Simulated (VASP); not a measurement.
Set up this calculation in VASP 6.6.1, as the native input.

| Quantity | Value |
| --- | --- |
| Task | relaxation of cell and atoms |
| Functional | PBE |
| Dispersion | D3(BJ) |
| Potentials or basis | VASP PAW PBE potentials, release 64 (K_sv) |
| Cutoff | 600 eV |
| k mesh | 12 × 12 × 12 |
| Occupations | methfessel-paxton, width 0.1 eV |
| Spin | no spin polarisation |
| Further INCAR settings | ALGO = Normal; EDIFF = 1e-07; IBRION = 2; EDIFFG = -0.005; NSW = 90; ISIF = 3 |

The structure of K lies in POSCAR:

```
K                                       
1.0
   -2.5824837596      2.5824837596      2.5824837596
    2.5824837596     -2.5824837596      2.5824837596
    2.5824837596      2.5824837596     -2.5824837596
  K             
     1
Direct
     0.0000000000000000    0.0000000000000000    0.0000000000000000
```

The input as run:

INCAR

```
SYSTEM = K
ALGO = Normal
EDIFF = 1E-7
EDIFFG = -0.005
ENCUT = 600
GGA = PE
IBRION = 2
ISIF = 3
ISMEAR = 1
IVDW = 12
LASPH = .TRUE.
LCHARG = .FALSE.
LREAL = .FALSE.
LWAVE = .FALSE.
NELM = 80
NSW = 90
PREC = Accurate
SIGMA = 0.1
```

KPOINTS

```
k-points
0
G
  12 12 12
  0 0 0
```

Potentials or basis: VASP PAW PBE potentials, release 64 (K_sv).

Command:

```bash
$ cat potpaw_PBE.64/K_sv/POTCAR > POTCAR
$ mpirun -np 1 vasp_std > vasp.out
```

Results of the run:

* Pressure after relaxing: 0.0 GPa
* Band gap on the k mesh: none (metal or under the smearing width)
* Dispersion energy per atom: -0.121 eV

Caveat: the relaxation stopped at its first step, so nothing moved; pairwise dispersion overbinds metals, which lowers pressure and volume.

It took 33 s on 1 thread of Intel(R) Xeon(R) Platinum 8488C (Sapphire Rapids) (shared host), peak memory 0.23 GiB.
